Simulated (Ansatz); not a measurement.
A plane-wave DFT run in Ansatz 0.2.0 (scalar-relativistic PAW potentials unless the input names others): input and command.

```yaml
crystal:
  lattice:
    - [4.4845755829, 0.0, 0.0]
    - [0.0, 4.4845755829, 0.0]
    - [0.0, 0.0, 2.7871289184]
  atoms:
    - { symbol: V, position: [0.0, 0.0, 0.0], spin: 0.92 }
    - { symbol: V, position: [0.5, 0.5, 0.5], spin: 0.92 }
    - { symbol: O, position: [0.297634301, 0.297634301, 0.0] }
    - { symbol: O, position: [0.202365699, 0.797634301, 0.5] }
    - { symbol: O, position: [0.702365699, 0.702365699, 0.0] }
    - { symbol: O, position: [0.797634301, 0.202365699, 0.5] }
basis:
  ecutwfc: 420
  ecutrho_ratio: 9
kpoints:
  mp_grid: { grid: [8, 8, 12] }
hamiltonian:
  xc: pbe
  dispersion: d4
scf:
  occupations: { method: gaussian, width: 0.1 }
output:
  forces: true
  eigenvalues: true
  stress: true
magnetization:
  spin_polarized: true
```

```bash
ansatz run input.yaml --threads 1 --pin off --max-ram 2560MiB --backend cpu --events-out ev --progress --plain --runs-dir out
```

Abridged log:
```
Basis set: ecut = 420 eV, 1113 PW (Γ), exchange–correlation on 90×90×60 points (8 copies of the dense FFT grid, shifted against one another)
Bands: 32, of which v1, the nominal top of the filled ones, is band 25 counted from 1 (24 counted from 0)
Symmetry: 16 space group operations
k-points: 105 of 768
SCF iter   1: F=—  HF=-8100.733298 eV  |F-HF|=—  |Δ(HF+E_count)|=         —  Δρ=3.67e-2 (↑3.08e-2 ↓3.67e-2) dr2=1.96e0  dr2_m=9.80e-2  M=1.910 μB ∫|m|=2.085 μB  β_m=0.30  ethr=3.10e-3  ⟨swp⟩=5.6  Hψ=23077  notcnv=0
Mixer restart at iter 1: flushing history
spin=Collinear: Kerker preconditioning applied to the charge; magnetization (m = ρ↑ − ρ↓) channel mixes plain (no charge-response kernel on spin).
SCF iter   2: F=—  HF=-8099.835039 eV  |F-HF|=—  |Δ(HF+E_count)|=   8.98e-1  Δρ=2.43e-2 (↑2.43e-2 ↓2.31e-2) dr2=8.90e-1  dr2_m=6.87e-2  M=1.949 μB ∫|m|=2.166 μB  β_m=0.50  ethr=3.10e-3  ⟨swp⟩=2.0  Hψ=9472  notcnv=0  defer=279
SCF iter   3: F=—  HF=-8099.972169 eV  |F-HF|=—  |Δ(HF+E_count)|=   1.37e-1  Δρ=1.33e-2 (↑1.33e-2 ↓1.04e-2) dr2=3.40e-1  dr2_m=1.19e-2  M=1.977 μB ∫|m|=2.262 μB  β_m=0.75  ethr=1.78e-3  ⟨swp⟩=2.4  Hψ=10592  notcnv=0  defer=279
SCF iter   4: F=—  HF=-8099.984627 eV  |F-HF|=—  |Δ(HF+E_count)|=   1.25e-2  Δρ=3.70e-3 (↑3.70e-3 ↓3.57e-3) dr2=3.60e-2  dr2_m=1.99e-4  M=1.991 μB ∫|m|=2.328 μB  β_m=0.87  ethr=6.80e-4  ⟨swp⟩=2.1  Hψ=11057  notcnv=0  defer=280
SCF iter   5: F=—  HF=-8100.002025 eV  |F-HF|=—  |Δ(HF+E_count)|=   1.74e-2  Δρ=3.23e-3 (↑3.23e-3 ↓2.02e-3) dr2=1.31e-2  dr2_m=2.81e-4  M=1.991 μB ∫|m|=2.327 μB  β_m=0.94  ethr=7.19e-5  ⟨swp⟩=2.2  Hψ=12365  notcnv=0  defer=294
SCF iter   6: F=—  HF=-8100.006025 eV  |F-HF|=—  |Δ(HF+E_count)|=   4.00e-3  Δρ=8.48e-4 (↑8.48e-4 ↓6.77e-4) dr2=1.26e-3  dr2_m=7.34e-6  M=1.990 μB ∫|m|=2.326 μB  β_m=0.94  ethr=2.61e-5  ⟨swp⟩=2.0  Hψ=12725  notcnv=0  defer=294
SCF iter   7: F=—  HF=-8100.006631 eV  |F-HF|=—  |Δ(HF+E_count)|=   6.06e-4  Δρ=4.53e-4 (↑4.53e-4 ↓3.84e-4) dr2=4.04e-4  dr2_m=1.57e-6  M=1.990 μB ∫|m|=2.325 μB  β_m=0.97  ethr=2.51e-6  ⟨swp⟩=2.3  Hψ=10128  notcnv=0  defer=294
SCF iter   8: F=—  HF=-8100.006681 eV  |F-HF|=—  |Δ(HF+E_count)|=   4.99e-5  Δρ=4.61e-5 (↑4.61e-5 ↓3.83e-5) dr2=3.52e-6  dr2_m=9.05e-8  M=1.990 μB ∫|m|=2.323 μB  β_m=0.99  ethr=8.08e-7  ⟨swp⟩=2.2  Hψ=9998  notcnv=0  defer=294
SCF iter   9: F=—  HF=-8100.006678 eV  |F-HF|=—  |Δ(HF+E_count)|=   2.74e-6  Δρ=9.94e-6 (↑9.94e-6 ↓9.75e-6) dr2=1.91e-7  dr2_m=1.58e-9  M=1.990 μB ∫|m|=2.323 μB  β_m=0.99  ethr=7.03e-9  ⟨swp⟩=2.0  Hψ=10064  notcnv=0  defer=294
SCF iter  10: F=—  HF=-8100.006679 eV  |F-HF|=—  |Δ(HF+E_count)|=   2.30e-7  Δρ=8.96e-6 (↑8.96e-6 ↓6.05e-6) dr2=1.27e-7  dr2_m=1.34e-9  M=1.990 μB ∫|m|=2.323 μB  β_m=1.00  ethr=3.83e-10  ⟨swp⟩=2.2  Hψ=10715  notcnv=0  defer=294
SCF iter  11: F=—  HF=-8100.006679 eV  |F-HF|=—  |Δ(HF+E_count)|=   2.33e-9  Δρ=7.01e-7 (↑4.31e-7 ↓7.01e-7) dr2=4.70e-10  dr2_m=2.78e-11  M=1.990 μB ∫|m|=2.323 μB  β_m=1.00  ethr=2.54e-10  ⟨swp⟩=2.2  Hψ=9846  notcnv=0  defer=294
SCF iter  12: F=-8100.006679 eV  HF=-8100.006679 eV  |F-HF|=5.46e-12  |Δ(HF+E_count)|=  5.10e-10  Δρ=1.32e-7 (↑1.11e-7 ↓1.32e-7) dr2=2.10e-11  dr2_m=1.37e-12  M=1.990 μB ∫|m|=2.323 μB  ethr=1.00e-12  ⟨swp⟩=4.6  Hψ=21559  notcnv=0
SCF 1 converged in 12 iterations: F = -8100.006679 eV  dr2 = 2.10e-11
SCF converged after 12 iterations
Magnetization: 1.9900 μB (25.9950 up, 24.0050 down)
Absolute magnetization: 2.3235 μB (∫|ρ↑−ρ↓|, with the PAW one-centre terms)
Spin contamination: 0.0322 ħ² per cell (⟨S²⟩ above its minimum at these occupations)
Per-site moments (μB) at R_I (Å): [(0.79666461, 0.77865177), (0.79666461, 0.77865177), (-0.03480817, 0.77865177), (-0.03480817, 0.77865177), (-0.03480817, 0.77865177), (-0.03480817, 0.77865177)]
Free energy (F): -8100.006679 eV
Harris-Foulkes:  -8100.006679 eV  (|F-HF|=5.46e-12)
Internal energy: -8099.992995 eV  (E = F + TS)
E sigma→0 (E₀):  -8099.999837 eV
Entropy (-TS):   -0.013684 eV (-2.281 meV/atom)
Fermi energy:    11.986423 eV
  E_disp       = -1.418622  (pairwise vdW)
--- Forces (eV/Å), atoms counted from 1 ---
  atom   1  V      0.00000000     0.00000000     0.00000000
  atom   2  V      0.00000000     0.00000000     0.00000000
  atom   3  O      0.01092963     0.01092963     0.00000000
  atom   4  O     -0.01092963     0.01092963     0.00000000
  atom   5  O     -0.01092963    -0.01092963     0.00000000
  atom   6  O      0.01092963    -0.01092963     0.00000000
--- Stress (GPa, compression-positive) ---
       11.524081       0.000000       0.000000
        0.000000      11.524081       0.000000
        0.000000       0.000000      11.743322
  P = ⅓ Tr σ = 11.5972 GPa (115.972 kbar)
```

Apart from outputs, empty bands and the relaxation, which only the reference makes, the input differs from a reference run on usual settings in basis.ecutrho_ratio: not typed → 9; hamiltonian.dispersion: not typed → "d4". The reference, at the same geometry, ended its own course with pressure 16.31 GPa, largest force 0.001 eV/Å, no gap on the mesh. This run converged in 12 SCF iterations with an energy at zero smearing 236 meV/atom below the reference's (the Hamiltonian itself differs), pressure 11.60 GPa, largest force 0.015 eV/Å, no gap on the mesh.

Moments start parallel, and another magnetic order may lie lower. No Hubbard U is used, which oxides and halides of open 3d shells often need for their gap.

Time: 24 s on 1 thread of Intel(R) Xeon(R) Platinum 8488C (Sapphire Rapids), with other jobs on the host, peak memory 0.68 GiB.